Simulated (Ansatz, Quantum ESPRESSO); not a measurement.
# Screening and band shifts of honeycomb MgO, 1 layer, part 6 of 6

How does honeycomb MgO, 1 layer respond to a gate-like field without added charge?

Quantum ESPRESSO 7.5; plane-wave DFT, LDA, GBRV ultrasoft pseudopotentials; geometry and cross-check by Ansatz 0.2.0 with PAW datasets.

So far. Step 14 (Density by pp.x): The density integrates to 16.000 electrons, as the 16 of the input ask. Step 19 (Cross-check with Ansatz: field 0.1 V/Å): At 0.1 V/Å Ansatz's dipole is 0.0125 e Å against 0.0123 from pw.x, under another functional.

## 22. SCF with pw.x, with K_POINTS = [16, 16, 1] and conv_thr = 1e-05

A sensitivity test on the input.

Level of this step: plane-wave DFT, LDA, GBRV ultrasoft pseudopotentials (Quantum ESPRESSO 7.5).

Contents of f1.w0.in:

```
&control
  prefix = 'f1.w0'
  outdir = './out'
  pseudo_dir = './pseudo'
  calculation = 'scf'
  tprnfor = .true.
  tefield = .true.
  dipfield = .true.
/
&system
  ibrav = 0
  nat = 2
  ntyp = 2
  ecutwfc = 40
  ecutrho = 200
  occupations = 'smearing'
  smearing = 'fd'
  degauss = 0.004
  edir = 3
  emaxpos = 0.97
  eopreg = 0.04
  eamp = 0.00194469
/
&electrons
  conv_thr = 1e-05
  mixing_beta = 0.4
  electron_maxstep = 120
  mixing_mode = 'plain'
/
ATOMIC_SPECIES
  O   15.9990  o_lda_v1.2.uspp.F.UPF
  Mg  24.3050  mg_lda_v1.4.uspp.F.UPF
CELL_PARAMETERS angstrom
  3.30000000000655 0.00000000000000 0.00000000000000
  -1.65000000000328 2.85788383249432 0.00000000000000
  0.00000000000000 0.00000000000000 17.00000000000000
ATOMIC_POSITIONS crystal
  O   0.666666666667 0.333333333333 0.500000000000
  Mg  0.333333333333 0.666666666667 0.500000000000
K_POINTS automatic
  16 16 1 0 0 0
```

The run is started by

```sh
$ OMP_NUM_THREADS=1 mpirun -n 2 pw.x -nk 2 -in f1.w0.in > f1.w0.out
```

What it wrote:

```text
[banner, memory and clock lines left out]
Program PWSCF v.7.5 starts
[citation notice left out]

[...]
bravais-lattice index     =            0
     lattice parameter (alat)  =       6.2361  a.u.
     unit-cell volume          =    1081.9421 (a.u.)^3
     number of atoms/cell      =            2
     number of atomic types    =            2
     number of electrons       =        16.00
     number of Kohn-Sham states=           12
     kinetic-energy cutoff     =      40.0000  Ry
     charge density cutoff     =     200.0000  Ry
     scf convergence threshold =      1.0E-05
     mixing beta               =       0.4000
     number of iterations used =            8  plain     mixing
     Exchange-correlation=  SLA  PZ   NOGX NOGC
                           (   1   1   0   0   0   0   0)

[...]
PseudoPot. # 1 for O  read from file:
     ./pseudo/o_lda_v1.2.uspp.F.UPF
     Pseudo is Ultrasoft + core correction, Zval =  6.0
     Generated by new atomic code, or converted to UPF format
     Using radial grid of  737 points,  5 beta functions with:
                l(1) =   0
                l(2) =   0
                l(3) =   1
                l(4) =   1
                l(5) =   2
     Q(r) pseudized with  8 coefficients,  rinner =    0.900   0.900   0.900
                                                       0.900   0.900

     PseudoPot. # 2 for Mg read from file:
     ./pseudo/mg_lda_v1.4.uspp.F.UPF
     Pseudo is Ultrasoft, Zval = 10.0
     Generated by new atomic code, or converted to UPF format
     Using radial grid of  821 points,  7 beta functions with:
                l(1) =   0
                l(2) =   0
                l(3) =   0
                l(4) =   1
                l(5) =   1
                l(6) =   2
                l(7) =   2
     Q(r) pseudized with  8 coefficients,  rinner =    1.200   1.200   1.200
                                                       1.200   1.200

     atomic species   valence    mass     pseudopotential
     O                 6.00    15.99900     O ( 1.00)
     Mg               10.00    24.30500     Mg( 1.00)

     No symmetry found

[...]
number of k points=   130  Fermi-Dirac smearing, width (Ry)=  0.0040

     Number of k-points >= 100: set verbosity='high' to print them.

     Dense  grid:    51547 G-vectors     FFT dimensions: (  30,  30, 150)

     Smooth grid:    37077 G-vectors     FFT dimensions: (  25,  25, 135)

     Initial potential from superposition of free atoms

     starting charge      15.6998, renormalised to      16.0000

     negative rho (up, down):  4.671E-04 0.000E+00

     Adding external electric field

     Computed dipole along edir(3) :
        Dipole                0.0000 Ry au,          0.0000 Debye
        Dipole field          0.0000 Ry au,

        E field amplitude [Ha a.u.]:  1.9447E-03
        Potential amp.        0.1199 Ry
        Total length         30.8403 bohr

     Starting wfcs are    9 randomized atomic wfcs +    3 random wfcs

     per-process dynamical memory:    89.0 Mb

     Self-consistent Calculation

     iteration #  1     ecut=    40.00 Ry     beta= 0.40
     Davidson diagonalization with overlap
     ethr =  1.00E-02,  avg # of iterations =  8.1

     negative rho (up, down):  3.292E-04 0.000E+00

     Adding external electric field

     Computed dipole along edir(3) :
        Dipole                0.0098 Ry au,          0.0248 Debye
        Dipole field          0.0001 Ry au,

        E field amplitude [Ha a.u.]:  1.9447E-03
        Potential amp.        0.1130 Ry
        Total length         30.8403 bohr

     total energy              =    -157.38031768 Ry
     estimated scf accuracy    <       0.62451475 Ry

     iteration #  2     ecut=    40.00 Ry     beta= 0.40
[...]
negative rho (up, down):  2.455E-04 0.000E+00

[...]
Dipole                0.0224 Ry au,          0.0568 Debye
[...]
E field amplitude [Ha a.u.]:  1.9447E-03
[...]
total energy              =    -157.52228796 Ry
     estimated scf accuracy    <       0.08332201 Ry

     iteration #  3     ecut=    40.00 Ry     beta= 0.40
[...]
negative rho (up, down):  2.566E-04 0.000E+00

[...]
Dipole                0.0215 Ry au,          0.0546 Debye
[...]
E field amplitude [Ha a.u.]:  1.9447E-03
[...]
total energy              =    -157.52742039 Ry
     estimated scf accuracy    <       0.01122148 Ry

     iteration #  4     ecut=    40.00 Ry     beta= 0.40
[...]
negative rho (up, down):  2.273E-04 0.000E+00

[...]
Dipole                0.0233 Ry au,          0.0592 Debye
[...]
E field amplitude [Ha a.u.]:  1.9447E-03
[...]
total energy              =    -157.52824565 Ry
     estimated scf accuracy    <       0.00031723 Ry

     iteration #  5     ecut=    40.00 Ry     beta= 0.40
[...]
negative rho (up, down):  2.148E-04 0.000E+00

[...]
Dipole                0.0232 Ry au,          0.0589 Debye
[...]
E field amplitude [Ha a.u.]:  1.9447E-03
[...]
total energy              =    -157.52829184 Ry
     estimated scf accuracy    <       0.00003560 Ry

     iteration #  6     ecut=    40.00 Ry     beta= 0.40
[...]
negative rho (up, down):  1.979E-04 0.000E+00

[...]
Dipole                0.0234 Ry au,          0.0596 Debye
[...]
E field amplitude [Ha a.u.]:  1.9447E-03
[...]
End of self-consistent calculation

     Number of k-points >= 100: set verbosity='high' to print the bands.

     the Fermi energy is    -3.0023 ev

!    total energy              =    -157.52829459 Ry
     estimated scf accuracy    <       0.00000115 Ry
     smearing contrib. (-TS)   =      -0.00000000 Ry
     internal energy E=F+TS    =    -157.52829459 Ry

     The total energy is F=E-TS. E is the sum of the following terms:
     one-electron contribution =    -531.52028251 Ry
     hartree contribution      =     263.56628969 Ry
     xc contribution           =     -23.72639653 Ry
     ewald contribution        =     134.15217957 Ry
     electric field correction =      -0.00008481 Ry

     convergence has been achieved in   6 iterations

     negative rho (up, down):  1.979E-04 0.000E+00

     Forces acting on atoms (cartesian axes, Ry/au):

     atom    1 type  1   force =     0.00000269   -0.00000056   -0.00197007
     atom    2 type  2   force =    -0.00000269    0.00000056    0.00197007

     Total force =     0.002786     Total SCF correction =     0.000224

[...]
```

The job ended after 28 s (2 MPI ranks of Arm Neoverse V2, shared host; peak memory 0.27 GiB; 56 s of CPU time).

The changed values were drawn from a wide range, not chosen for quality; the comparison shows what they did here together.

Beside the run it was changed from:

```csv
quantity,this run,unchanged run,difference
dipole along the normal (e·Å),0.01241,0.01233,8.3e-5
free energy (eV),-2143.282,-2143.282,1.5e-6
wall time (s),28,20,
SCF iterations,6,6,
```

The free energy moves by +0.00075 meV an atom.

This run starts from superposed atoms, the unchanged one from a saved density, so their iteration counts don't compare.

The physical values in this table move by up to 0.68 %.

## 23. Worked from the printed numbers

α = Δp/E = (0.01233 − (0.00000)) e Å / 0.1 V/Å = 0.1233 e Å²/V; times e/(4πε₀) = 14.40 V Å this is 1.775 Å³. With A = 9.431 Å², 4πα/A = 2.365 Å.

## 24. Summary of results

| Property | Result |
| --- | --- |
| polarisability along the normal, a cell | 1.77 Å³ |
| sheet polarisability 4πα/A | 2.36 Å |
| dipole without a field | 0 e·Å |
| Kohn-Sham ionisation potential, upper face | 5.91 eV |
| gap along the path at 0 V/Å | 3.39 eV |
| gap along the path at 0.2 V/Å | 3.37 eV |
| gap along the path at 0.3 V/Å | 3.34 eV |

The sheet answers a field with a polarisability of 1.77 Å³ a cell, or 4πα/A = 2.36 Å (LDA, GBRV ultrasoft). In pw.x the dipole follows the field linearly over the range tried. A perfect conductor 2.36 Å thick would screen alike; the outer atoms lie 0.00 Å apart. At 0.1 V/Å the sheet takes 0.236 eV off the potential drop. At 0.2 V/Å the gap along the path goes from 3.39 to 3.37 eV. Quantum ESPRESSO and Ansatz give 1.775 and 1.798 Å³ for the polarisability (pw.x from 0 and 0.1 V/Å, Ansatz from ±0.1 V/Å, under PBE), which agree. The ions stay at their zero-field places, so this is the electrons' response alone. Semilocal gaps are too small, and in strong fields empty levels can belong to the vacuum.

[Logs are printed without paths, hosts, clocks, repeated set-up lines and the standing remarks that a program may print on its own settings, such as how far it seeks lower states.]

[Hosts, paths, dates, database ids (printed as entryN), source tags and the programs' standing remarks are cut or masked in the printed files.]

[Maps of the electrostatic potential energy from Ansatz leave out the sawtooth potential of an applied field or a dipole correction, so their vacuum need not be flat; planar profiles and work functions include it.]
